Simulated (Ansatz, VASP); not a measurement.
**CuAu in VASP and in Ansatz**

```xyz
2
Lattice="2.8107 0.0000 0.0000 0.0000 2.8107 0.0000 0.0000 0.0000 3.6850" Properties=species:S:1:pos:R:3 pbc="T T T"
Cu    1.3681    1.3997    1.8714
Au    0.0629    0.0219   -0.0851
```

Alike in both runs: task relaxation of cell and atoms; functional PBEsol; k mesh 8 × 8 × 6; occupations fermi-dirac, width 0.05 eV; no spin polarisation.

```csv
,VASP,Ansatz
version,VASP 6.6.1,Ansatz 0.2.0
potentials or method,"VASP PAW PBE potentials, release 64 (Cu, Au), cutoff 600 eV","all-electron LAPW, scalar-relativistic"
```

Ansatz gave:

| Quantity | Value |
| --- | --- |
| relaxed volume (Å³/atom) | 14.20 |
| relaxed cell length with the largest relative difference (Å) | 3.372 |
| energy change over the relaxation (meV/atom) | -39 |

Question: Estimate VASP's values.

Answer: Relaxed volume (Å³/atom): 14.26; relaxed cell length with the largest relative difference (Å): 3.515; energy change over the relaxation (meV/atom): -37.

Ansatz ran all-electron here, so the differences hold the error of VASP's frozen core and of both bases.

Caveats: the PAW data sets were made with another functional, which shifts forces and pressure a little (VASP). Spin-orbit coupling is left out, which matters for the levels of Au.
